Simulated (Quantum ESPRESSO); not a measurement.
# Cd under changes of volume

One of the cells (21.939 Å³/atom); the others are scaled copies at fixed shape and fractional positions:

```
CELL_PARAMETERS angstrom
1.60803 0.92840 2.44929
-1.60803 0.92840 2.44929
0.00000 -1.85679 2.44929
ATOMIC_POSITIONS crystal
Cd 0.00000 0.00000 0.00000
```

This isn't the form of Cd at room conditions, which is hcp.

| Item | Value |
| --- | --- |
| Program | Quantum ESPRESSO 7.5 |
| Functional | PBE |
| Potentials or basis | SSSP 1.3 efficiency PBE |
| Cutoff | 816 eV |
| Density cutoff | 6531 eV |
| k mesh | 10 × 10 × 10 |
| Occupations | fermi-dirac, width 0.05 eV |
| Spin | no spin polarisation |

| volume (Å³/atom) | energy over the lowest point (meV/atom) | pressure (GPa) |
| --- | --- | --- |
| 20.623 | 37.67 | 5.8 |
| 21.062 | 23.34 | 4.3 |
| 21.500 | ? | ? |
| 21.939 | 5.63 | 1.9 |
| 22.378 | 1.48 | 0.9 |
| 22.817 | 0.00 | 0.0 |
| 23.255 | 0.88 | -0.8 |

What does the run at 21.500 Å³/atom give?

Energy over the lowest point 12.80 meV/atom; pressure 3.1 GPa.

Worked out: A Birch-Murnaghan fit of order 3 (a polynomial in V^(-2/3)) to the other rows has its minimum at 22.86 Å³/atom with B0 = V·E''(V) = 45 GPa and B' = 5.1 at fixed shape and positions, which overstates the stiffness. It gives 12.81 meV/atom at 21.500 Å³/atom, against the run's 12.80, and -dE/dV = 3.2 GPa, against 3.1.

Energies are extrapolated to zero smearing.
